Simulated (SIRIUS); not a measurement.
# GaAs (F-43m) in SIRIUS: equation of state, part 4 of 4

SIRIUS 7.12.0. The steps go on from the part before.

### Step 5. Equation of state, PBEsol, 23.04 Å³/atom (volume scaled by 1.02)

Input file sirius.json:

```json
{
  "control": {
    "processing_unit": "cpu",
    "std_evp_solver_name": "lapack",
    "gen_evp_solver_name": "lapack",
    "verbosity": 2,
    "print_forces": false,
    "ortho_rf": true,
    "use_second_variation": true,
    "rmt_max": 3.0,
    "num_bands_to_print": 24,
    "save_wf": true
  },
  "parameters": {
    "electronic_structure_method": "full_potential_lapwlo",
    "xc_functionals": ["XC_GGA_X_PBE_SOL", "XC_GGA_C_PBE_SOL"],
    "core_relativity": "dirac",
    "valence_relativity": "iora",
    "num_fv_states": 29,
    "smearing": "fermi_dirac",
    "smearing_width": 0.0018374661,
    "pw_cutoff": 20,
    "gk_cutoff": 3.77,
    "lmax_apw": 10,
    "lmax_rho": 8,
    "lmax_pot": 8,
    "num_mag_dims": 0,
    "auto_rmt": 0,
    "ngridk": [8, 8, 8],
    "shiftk": [0, 0, 0],
    "num_dft_iter": 80,
    "energy_tol": 1e-07,
    "density_tol": 1e-05,
    "use_symmetry": true
  },
  "settings": {"tol_ne": 1e-10},
  "iterative_solver": {"type": "exact"},
  "mixer": {"type": "anderson", "beta": 0.5, "max_history": 8},
  "unit_cell": {
    "lattice_vectors": [[0.0, 5.3773506264, 5.3773506264], [5.3773506264, 0.0, 5.3773506264], [5.3773506264, 5.3773506264, 0.0]],
    "atom_types": ["As", "Ga"],
    "atom_files": {"As": "As.json", "Ga": "Ga.json"},
    "atoms": {"As": [[0.75, 0.75, 0.75]], "Ga": [[0.0, 0.0, 0.0]]}
  }
}
```

Input file As.json:

```json
{
  "name": "arsenic",
  "symbol": "As",
  "number": 33,
  "mass": 74.9216,
  "rmin": 1e-06,
  "rmt": 2.23,
  "nrmt": 800,
  "rinf": 15.07,
  "core": "1s2s2p",
  "valence": [
    {"basis": [{"enu": -0.02, "dme": 0, "n": 0, "auto": 0}, {"enu": -0.02, "dme": 1, "n": 0, "auto": 0}]},
    {"l": 0, "n": 1, "basis": [{"enu": -0.0414, "dme": 0, "n": 0, "auto": 0}]},
    {"l": 1, "n": 2, "basis": [{"enu": 0.08, "dme": 0, "n": 0, "auto": 0}]},
    {"l": 2, "n": 3, "basis": [{"enu": 0.08, "dme": 0, "n": 0, "auto": 0}]},
    {"l": 3, "n": 4, "basis": [{"enu": 0.08, "dme": 0, "n": 0, "auto": 0}]}
  ],
  "lo": [
    {
      "l": 0,
      "basis": [{"enu": -0.0414, "dme": 0, "n": 0, "auto": 0}, {"enu": -0.0414, "dme": 1, "n": 0, "auto": 0}]
    },
    {
      "l": 0,
      "basis": [{"enu": -0.0414, "dme": 1, "n": 0, "auto": 0}, {"enu": -0.0414, "dme": 2, "n": 0, "auto": 0}]
    },
    {
      "l": 0,
      "basis": [{"enu": -6.6708, "dme": 0, "n": 3, "auto": 1}, {"enu": -6.6708, "dme": 1, "n": 3, "auto": 1}]
    },
    {
      "l": 0,
      "basis": [{"enu": -0.0414, "dme": 0, "n": 0, "auto": 0}, {"enu": 2.3717, "dme": 0, "n": 0, "auto": 0}]
    },
    {"l": 1, "basis": [{"enu": 0.08, "dme": 0, "n": 0, "auto": 0}, {"enu": 0.08, "dme": 1, "n": 0, "auto": 0}]},
    {
      "l": 1,
      "basis": [{"enu": -4.6209, "dme": 0, "n": 3, "auto": 1}, {"enu": -4.6209, "dme": 1, "n": 3, "auto": 1}]
    },
    {
      "l": 1,
      "basis": [{"enu": -4.6209, "dme": 1, "n": 3, "auto": 1}, {"enu": 0.08, "dme": 0, "n": 0, "auto": 0}]
    },
    {"l": 1, "basis": [{"enu": 0.08, "dme": 0, "n": 0, "auto": 0}, {"enu": 3.7801, "dme": 0, "n": 0, "auto": 0}]},
    {"l": 2, "basis": [{"enu": 0.08, "dme": 0, "n": 0, "auto": 0}, {"enu": 0.08, "dme": 1, "n": 0, "auto": 0}]},
    {
      "l": 2,
      "basis": [{"enu": -1.2285, "dme": 0, "n": 3, "auto": 1}, {"enu": -1.2285, "dme": 1, "n": 3, "auto": 1}]
    },
    {
      "l": 2,
      "basis": [{"enu": -1.2285, "dme": 1, "n": 3, "auto": 1}, {"enu": 0.08, "dme": 0, "n": 0, "auto": 0}]
    },
    {"l": 2, "basis": [{"enu": 0.08, "dme": 0, "n": 0, "auto": 0}, {"enu": 4.2627, "dme": 0, "n": 0, "auto": 0}]},
    {"l": 3, "basis": [{"enu": 0.08, "dme": 0, "n": 0, "auto": 0}, {"enu": 0.08, "dme": 1, "n": 0, "auto": 0}]},
    {"l": 3, "basis": [{"enu": 0.08, "dme": 0, "n": 0, "auto": 0}, {"enu": 3.579, "dme": 0, "n": 0, "auto": 0}]}
  ],
  "free_atom": [... radial grid and density of the free atom, the start of the SCF ...]
}
```

Input file Ga.json:

```json
{
  "name": "gallium",
  "symbol": "Ga",
  "number": 31,
  "mass": 69.723,
  "rmin": 1e-06,
  "rmt": 2.23,
  "nrmt": 800,
  "rinf": 19.67,
  "core": "1s2s2p",
  "valence": [
    {"basis": [{"enu": -0.02, "dme": 0, "n": 0, "auto": 0}, {"enu": -0.02, "dme": 1, "n": 0, "auto": 0}]},
    {"l": 0, "n": 1, "basis": [{"enu": 0.0121, "dme": 0, "n": 0, "auto": 0}]},
    {"l": 1, "n": 2, "basis": [{"enu": 0.08, "dme": 0, "n": 0, "auto": 0}]},
    {"l": 2, "n": 3, "basis": [{"enu": 0.08, "dme": 0, "n": 0, "auto": 0}]},
    {"l": 3, "n": 4, "basis": [{"enu": 0.08, "dme": 0, "n": 0, "auto": 0}]}
  ],
  "lo": [
    {
      "l": 0,
      "basis": [{"enu": 0.0121, "dme": 0, "n": 0, "auto": 0}, {"enu": 0.0121, "dme": 1, "n": 0, "auto": 0}]
    },
    {
      "l": 0,
      "basis": [{"enu": -5.2243, "dme": 0, "n": 3, "auto": 1}, {"enu": -5.2243, "dme": 1, "n": 3, "auto": 1}]
    },
    {
      "l": 0,
      "basis": [{"enu": -5.2243, "dme": 1, "n": 3, "auto": 1}, {"enu": 0.0121, "dme": 0, "n": 0, "auto": 0}]
    },
    {
      "l": 0,
      "basis": [{"enu": 0.0121, "dme": 0, "n": 0, "auto": 0}, {"enu": 3.2295, "dme": 0, "n": 0, "auto": 0}]
    },
    {"l": 1, "basis": [{"enu": 0.08, "dme": 0, "n": 0, "auto": 0}, {"enu": 0.08, "dme": 1, "n": 0, "auto": 0}]},
    {
      "l": 1,
      "basis": [{"enu": -3.4408, "dme": 0, "n": 3, "auto": 1}, {"enu": -3.4408, "dme": 1, "n": 3, "auto": 1}]
    },
    {
      "l": 1,
      "basis": [{"enu": -3.4408, "dme": 1, "n": 3, "auto": 1}, {"enu": 0.08, "dme": 0, "n": 0, "auto": 0}]
    },
    {"l": 1, "basis": [{"enu": 0.08, "dme": 0, "n": 0, "auto": 0}, {"enu": 3.7801, "dme": 0, "n": 0, "auto": 0}]},
    {"l": 2, "basis": [{"enu": 0.08, "dme": 0, "n": 0, "auto": 0}, {"enu": 0.08, "dme": 1, "n": 0, "auto": 0}]},
    {
      "l": 2,
      "basis": [{"enu": -0.5341, "dme": 0, "n": 3, "auto": 1}, {"enu": -0.5341, "dme": 1, "n": 3, "auto": 1}]
    },
    {
      "l": 2,
      "basis": [{"enu": -0.5341, "dme": 1, "n": 3, "auto": 1}, {"enu": 0.08, "dme": 0, "n": 0, "auto": 0}]
    },
    {"l": 2, "basis": [{"enu": 0.08, "dme": 0, "n": 0, "auto": 0}, {"enu": 4.2627, "dme": 0, "n": 0, "auto": 0}]},
    {"l": 3, "basis": [{"enu": 0.08, "dme": 0, "n": 0, "auto": 0}, {"enu": 0.08, "dme": 1, "n": 0, "auto": 0}]},
    {"l": 3, "basis": [{"enu": 0.08, "dme": 0, "n": 0, "auto": 0}, {"enu": 3.579, "dme": 0, "n": 0, "auto": 0}]}
  ],
  "free_atom": [... radial grid and density of the free atom, the start of the SCF ...]
}
```

Input file sirius_start.json:

```json
{
  "control": {
    "processing_unit": "cpu",
    "std_evp_solver_name": "lapack",
    "gen_evp_solver_name": "lapack",
    "verbosity": 1,
    "print_forces": false,
    "ortho_rf": true,
    "use_second_variation": true,
    "rmt_max": 3.0,
    "num_bands_to_print": 24,
    "save_wf": false
  },
  "parameters": {
    "electronic_structure_method": "full_potential_lapwlo",
    "xc_functionals": ["XC_LDA_X", "XC_LDA_C_PW"],
    "core_relativity": "dirac",
    "valence_relativity": "iora",
    "num_fv_states": 29,
    "smearing": "fermi_dirac",
    "smearing_width": 0.0055123983,
    "pw_cutoff": 20,
    "gk_cutoff": 3.01,
    "lmax_apw": 10,
    "lmax_rho": 8,
    "lmax_pot": 8,
    "num_mag_dims": 0,
    "auto_rmt": 0,
    "ngridk": [3, 3, 3],
    "shiftk": [0, 0, 0],
    "num_dft_iter": 30,
    "energy_tol": 0.01,
    "density_tol": 0.05,
    "use_symmetry": true
  },
  "settings": {"tol_ne": 1e-10},
  "iterative_solver": {"type": "exact"},
  "mixer": {"type": "anderson", "beta": 0.5, "max_history": 8},
  "unit_cell": {
    "lattice_vectors": [[0.0, 5.3773506264, 5.3773506264], [5.3773506264, 0.0, 5.3773506264], [5.3773506264, 5.3773506264, 0.0]],
    "atom_types": ["As", "Ga"],
    "atom_files": {"As": "As.json", "Ga": "Ga.json"},
    "atoms": {"As": [[0.75, 0.75, 0.75]], "Ga": [[0.0, 0.0, 0.0]]}
  }
}
```

The run is started by

```sh
$ OMP_NUM_THREADS=1 sirius.scf --input=sirius_start.json --output=start.json
$ OMP_NUM_THREADS=1 sirius.scf --input=sirius.json --output=output.json --task=1
```

It took 62 s on 1 thread of Arm Neoverse V1, shared host; peak memory 0.47 GiB.

It converged, with:

```
Free energy                                       : -114346.9178 eV
Band gap on the k mesh                            : 0.30 eV, direct
All electrons inside the program's atomic spheres : As 31.08; Ga 29.34 (radii As 2.23, Ga 2.23 bohr)
```

### Step 6. Equation of state, PBEsol, 23.49 Å³/atom (volume scaled by 1.04)

sirius.json, as its differences from that of step 5:

```diff
@@ -39,3 +39,3 @@
   "unit_cell": {
-    "lattice_vectors": [[0.0, 5.3773506264, 5.3773506264], [5.3773506264, 0.0, 5.3773506264], [5.3773506264, 5.3773506264, 0.0]],
+    "lattice_vectors": [[0.0, 5.4122694661, 5.4122694661], [5.4122694661, 0.0, 5.4122694661], [5.4122694661, 5.4122694661, 0.0]],
     "atom_types": ["As", "Ga"],
```

Input file As.json:

```json
{
  "name": "arsenic",
  "symbol": "As",
  "number": 33,
  "mass": 74.9216,
  "rmin": 1e-06,
  "rmt": 2.23,
  "nrmt": 800,
  "rinf": 15.07,
  "core": "1s2s2p",
  "valence": [
    {"basis": [{"enu": -0.03, "dme": 0, "n": 0, "auto": 0}, {"enu": -0.03, "dme": 1, "n": 0, "auto": 0}]},
    {"l": 0, "n": 1, "basis": [{"enu": -0.0514, "dme": 0, "n": 0, "auto": 0}]},
    {"l": 1, "n": 2, "basis": [{"enu": 0.07, "dme": 0, "n": 0, "auto": 0}]},
    {"l": 2, "n": 3, "basis": [{"enu": 0.07, "dme": 0, "n": 0, "auto": 0}]},
    {"l": 3, "n": 4, "basis": [{"enu": 0.07, "dme": 0, "n": 0, "auto": 0}]}
  ],
  "lo": [
    {
      "l": 0,
      "basis": [{"enu": -0.0514, "dme": 0, "n": 0, "auto": 0}, {"enu": -0.0514, "dme": 1, "n": 0, "auto": 0}]
    },
    {
      "l": 0,
      "basis": [{"enu": -0.0514, "dme": 1, "n": 0, "auto": 0}, {"enu": -0.0514, "dme": 2, "n": 0, "auto": 0}]
    },
    {
      "l": 0,
      "basis": [{"enu": -6.6808, "dme": 0, "n": 3, "auto": 1}, {"enu": -6.6808, "dme": 1, "n": 3, "auto": 1}]
    },
    {
      "l": 0,
      "basis": [{"enu": -0.0514, "dme": 0, "n": 0, "auto": 0}, {"enu": 2.3617, "dme": 0, "n": 0, "auto": 0}]
    },
    {"l": 1, "basis": [{"enu": 0.07, "dme": 0, "n": 0, "auto": 0}, {"enu": 0.07, "dme": 1, "n": 0, "auto": 0}]},
    {
      "l": 1,
      "basis": [{"enu": -4.6309, "dme": 0, "n": 3, "auto": 1}, {"enu": -4.6309, "dme": 1, "n": 3, "auto": 1}]
    },
    {
      "l": 1,
      "basis": [{"enu": -4.6309, "dme": 1, "n": 3, "auto": 1}, {"enu": 0.07, "dme": 0, "n": 0, "auto": 0}]
    },
    {"l": 1, "basis": [{"enu": 0.07, "dme": 0, "n": 0, "auto": 0}, {"enu": 3.7701, "dme": 0, "n": 0, "auto": 0}]},
    {"l": 2, "basis": [{"enu": 0.07, "dme": 0, "n": 0, "auto": 0}, {"enu": 0.07, "dme": 1, "n": 0, "auto": 0}]},
    {
      "l": 2,
      "basis": [{"enu": -1.2385, "dme": 0, "n": 3, "auto": 1}, {"enu": -1.2385, "dme": 1, "n": 3, "auto": 1}]
    },
    {
      "l": 2,
      "basis": [{"enu": -1.2385, "dme": 1, "n": 3, "auto": 1}, {"enu": 0.07, "dme": 0, "n": 0, "auto": 0}]
    },
    {"l": 2, "basis": [{"enu": 0.07, "dme": 0, "n": 0, "auto": 0}, {"enu": 4.2527, "dme": 0, "n": 0, "auto": 0}]},
    {"l": 3, "basis": [{"enu": 0.07, "dme": 0, "n": 0, "auto": 0}, {"enu": 0.07, "dme": 1, "n": 0, "auto": 0}]},
    {"l": 3, "basis": [{"enu": 0.07, "dme": 0, "n": 0, "auto": 0}, {"enu": 3.569, "dme": 0, "n": 0, "auto": 0}]}
  ],
  "free_atom": [... radial grid and density of the free atom, the start of the SCF ...]
}
```

Input file Ga.json:

```json
{
  "name": "gallium",
  "symbol": "Ga",
  "number": 31,
  "mass": 69.723,
  "rmin": 1e-06,
  "rmt": 2.23,
  "nrmt": 800,
  "rinf": 19.67,
  "core": "1s2s2p",
  "valence": [
    {"basis": [{"enu": -0.03, "dme": 0, "n": 0, "auto": 0}, {"enu": -0.03, "dme": 1, "n": 0, "auto": 0}]},
    {"l": 0, "n": 1, "basis": [{"enu": 0.0021, "dme": 0, "n": 0, "auto": 0}]},
    {"l": 1, "n": 2, "basis": [{"enu": 0.07, "dme": 0, "n": 0, "auto": 0}]},
    {"l": 2, "n": 3, "basis": [{"enu": 0.07, "dme": 0, "n": 0, "auto": 0}]},
    {"l": 3, "n": 4, "basis": [{"enu": 0.07, "dme": 0, "n": 0, "auto": 0}]}
  ],
  "lo": [
    {
      "l": 0,
      "basis": [{"enu": 0.0021, "dme": 0, "n": 0, "auto": 0}, {"enu": 0.0021, "dme": 1, "n": 0, "auto": 0}]
    },
    {
      "l": 0,
      "basis": [{"enu": -5.2343, "dme": 0, "n": 3, "auto": 1}, {"enu": -5.2343, "dme": 1, "n": 3, "auto": 1}]
    },
    {
      "l": 0,
      "basis": [{"enu": -5.2343, "dme": 1, "n": 3, "auto": 1}, {"enu": 0.0021, "dme": 0, "n": 0, "auto": 0}]
    },
    {
      "l": 0,
      "basis": [{"enu": 0.0021, "dme": 0, "n": 0, "auto": 0}, {"enu": 3.2195, "dme": 0, "n": 0, "auto": 0}]
    },
    {"l": 1, "basis": [{"enu": 0.07, "dme": 0, "n": 0, "auto": 0}, {"enu": 0.07, "dme": 1, "n": 0, "auto": 0}]},
    {
      "l": 1,
      "basis": [{"enu": -3.4508, "dme": 0, "n": 3, "auto": 1}, {"enu": -3.4508, "dme": 1, "n": 3, "auto": 1}]
    },
    {
      "l": 1,
      "basis": [{"enu": -3.4508, "dme": 1, "n": 3, "auto": 1}, {"enu": 0.07, "dme": 0, "n": 0, "auto": 0}]
    },
    {"l": 1, "basis": [{"enu": 0.07, "dme": 0, "n": 0, "auto": 0}, {"enu": 3.7701, "dme": 0, "n": 0, "auto": 0}]},
    {"l": 2, "basis": [{"enu": 0.07, "dme": 0, "n": 0, "auto": 0}, {"enu": 0.07, "dme": 1, "n": 0, "auto": 0}]},
    {
      "l": 2,
      "basis": [{"enu": -0.5441, "dme": 0, "n": 3, "auto": 1}, {"enu": -0.5441, "dme": 1, "n": 3, "auto": 1}]
    },
    {
      "l": 2,
      "basis": [{"enu": -0.5441, "dme": 1, "n": 3, "auto": 1}, {"enu": 0.07, "dme": 0, "n": 0, "auto": 0}]
    },
    {"l": 2, "basis": [{"enu": 0.07, "dme": 0, "n": 0, "auto": 0}, {"enu": 4.2527, "dme": 0, "n": 0, "auto": 0}]},
    {"l": 3, "basis": [{"enu": 0.07, "dme": 0, "n": 0, "auto": 0}, {"enu": 0.07, "dme": 1, "n": 0, "auto": 0}]},
    {"l": 3, "basis": [{"enu": 0.07, "dme": 0, "n": 0, "auto": 0}, {"enu": 3.569, "dme": 0, "n": 0, "auto": 0}]}
  ],
  "free_atom": [... radial grid and density of the free atom, the start of the SCF ...]
}
```

sirius_start.json, as its differences from that of step 5:

```diff
@@ -39,3 +39,3 @@
   "unit_cell": {
-    "lattice_vectors": [[0.0, 5.3773506264, 5.3773506264], [5.3773506264, 0.0, 5.3773506264], [5.3773506264, 5.3773506264, 0.0]],
+    "lattice_vectors": [[0.0, 5.4122694661, 5.4122694661], [5.4122694661, 0.0, 5.4122694661], [5.4122694661, 5.4122694661, 0.0]],
     "atom_types": ["As", "Ga"],
```

Potentials or basis: all-electron FP-LAPW, apw+lo standard.

The run is started by

```sh
$ OMP_NUM_THREADS=1 sirius.scf --input=sirius_start.json --output=start.json
$ OMP_NUM_THREADS=1 sirius.scf --input=sirius.json --output=output.json --task=1
```

It took 62 s on 1 thread of Arm Neoverse V1, shared host; peak memory 0.48 GiB.

Results (log left out):

```
Free energy                                       : -114346.9072 eV
Band gap on the k mesh                            : 0.16 eV, direct
All electrons inside the program's atomic spheres : As 31.06; Ga 29.32 (radii As 2.23, Ga 2.23 bohr)
```

### Step 7. Equation of state, PBEsol, 23.94 Å³/atom (volume scaled by 1.06)

sirius.json, as its differences from that of step 6:

```diff
@@ -39,3 +39,3 @@
   "unit_cell": {
-    "lattice_vectors": [[0.0, 5.4122694661, 5.4122694661], [5.4122694661, 0.0, 5.4122694661], [5.4122694661, 5.4122694661, 0.0]],
+    "lattice_vectors": [[0.0, 5.4467434495, 5.4467434495], [5.4467434495, 0.0, 5.4467434495], [5.4467434495, 5.4467434495, 0.0]],
     "atom_types": ["As", "Ga"],
```

As.json is that of step 6.

Ga.json is that of step 6.

sirius_start.json, as its differences from that of step 6:

```diff
@@ -39,3 +39,3 @@
   "unit_cell": {
-    "lattice_vectors": [[0.0, 5.4122694661, 5.4122694661], [5.4122694661, 0.0, 5.4122694661], [5.4122694661, 5.4122694661, 0.0]],
+    "lattice_vectors": [[0.0, 5.4467434495, 5.4467434495], [5.4467434495, 0.0, 5.4467434495], [5.4467434495, 5.4467434495, 0.0]],
     "atom_types": ["As", "Ga"],
```

The run is started by

```sh
$ OMP_NUM_THREADS=1 sirius.scf --input=sirius_start.json --output=start.json
$ OMP_NUM_THREADS=1 sirius.scf --input=sirius.json --output=output.json --task=1
```

It took 70 s on 1 thread of Arm Neoverse V1, shared host; peak memory 0.48 GiB.

Results (log left out):

```
Free energy                                       : -114346.8906 eV
Band gap on the k mesh                            : none (metal or under the smearing width)
All electrons inside the program's atomic spheres : As 31.05; Ga 29.30 (radii As 2.23, Ga 2.23 bohr)
```

### Step 8. Equation of state, PBEsol

No new run: the results of the series are fitted here.

What came out:

```yaml
Equilibrium_volume: "22.66 Å³/atom (rough: see the caveat)"
Bulk_modulus: 69 GPa (rough)
```

Energy against volume, from the lowest point:
| volume (Å³/atom) | energy (meV/atom) |
| --- | --- |
| 21.234 | 20.84 |
| 21.686 | 9.34 |
| 22.138 | 2.74 |
| 22.590 | 0.00 |
| 23.041 | 1.21 |
| 23.493 | 6.50 |
| 23.945 | 14.80 |

Caveat: the fit is doubtful: noisy points or a state that changes with volume.
